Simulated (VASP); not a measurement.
**A VASP 6.6.1 single-point calculation on PbS**

INCAR

```
LREAL = .FALSE.
PREC = Accurate
IBRION = -1
SIGMA = 0.02
LWAVE = .FALSE.
EDIFF = 1E-7
LASPH = .TRUE.
METAGGA = TPSS
ISIF = 2
ENCUT = 520
LCHARG = .FALSE.
ISMEAR = -1
NELM = 63
NBANDS = 17
NSW = 0
```

KPOINTS

```
KPOINTS created by Atomic Simulation Environment
0
Gamma
8 8 8
0 0 0
```

POSCAR

```
Pb S
 1.0000000000000000
    -0.0817264545000000    2.9652508752000002    2.9652508752000002
     2.9652508752000002   -0.0817264545000000    2.9652508752000002
     2.9652508752000002    2.9652508752000002   -0.0817264545000000
 Pb  S
   1   1
Cartesian
  0.0000000000000000  0.0000000000000000  0.0000000000000000
  2.9243876479500011  2.9243876479500006  2.9243876479500006
```

The recommended PBE PAW datasets give the neutral cell 20 valence electrons.

Command

```
mpirun -np 1 vasp_std
```

Task: How does this run end, and what does it give?

Result: It converged. Results: gap between bands v and c on the k mesh 0.26 eV; least direct gap on the k mesh 0.47 eV; pressure -0.6 GPa. Band v is the last that the valence electrons fill when counted band by band, and c is the next.

OSZICAR

```
N       E                     dE             d eps       ncg     rms          rms(c)
DAV:   1     0.152093777642E+03    0.15209E+03   -0.96340E+03  2210   0.123E+03
DAV:   2    -0.303073401775E+01   -0.15512E+03   -0.14929E+03  2335   0.312E+02
DAV:   3    -0.140968297681E+02   -0.11066E+02   -0.10919E+02  2906   0.888E+01
DAV:   4    -0.143442839880E+02   -0.24745E+00   -0.24712E+00  2792   0.141E+01
DAV:   5    -0.143524404444E+02   -0.81565E-02   -0.81551E-02  3154   0.259E+00    0.504E+00
DAV:   6    -0.134959801435E+02    0.85646E+00   -0.45384E+00  2334   0.240E+01    0.221E+00
DAV:   7    -0.133330223705E+02    0.16296E+00   -0.50690E-01  3407   0.419E+00    0.149E+00
DAV:   8    -0.133523130426E+02   -0.19291E-01   -0.25433E-01  2538   0.258E+00    0.958E-01
DAV:   9    -0.133443827976E+02    0.79302E-02   -0.27059E-02  2740   0.112E+00    0.510E-01
DAV:  10    -0.133446800786E+02   -0.29728E-03   -0.13630E-02  2779   0.800E-01    0.207E-01
DAV:  11    -0.133446632655E+02    0.16813E-04   -0.62824E-04  2668   0.260E-01    0.584E-02
DAV:  12    -0.133447353138E+02   -0.72048E-04   -0.12139E-04  2532   0.730E-02    0.376E-02
DAV:  13    -0.133447269443E+02    0.83695E-05   -0.24639E-05  3145   0.344E-02    0.105E-02
DAV:  14    -0.133447281349E+02   -0.11906E-05   -0.89618E-06  2449   0.151E-02    0.265E-03
DAV:  15    -0.133447282672E+02   -0.13228E-06   -0.60777E-07  2995   0.604E-03    0.476E-03
DAV:  16    -0.133447280664E+02    0.20073E-06   -0.28645E-07  2529   0.261E-03    0.429E-04
DAV:  17    -0.133447280684E+02   -0.20050E-08   -0.25485E-08  1421   0.950E-04
   1 F= -.13344728E+02 E0= -.13344727E+02  d E =-.290384E-05
```

Standard output (part)

```
POSCAR found type information on POSCAR PbS
 POSCAR found :  2 types and       2 ions
 LDA part: xc-table for (None), standard interpolation
 POSCAR, INCAR and KPOINTS ok, starting setup
 WAVECAR not read
 entering main loop
```

For comparison, a separate PBE run of the intended cell, on usual settings and not on those above, gives a gap of 0.26 eV on its mesh and a pressure of -0.2 GPa.
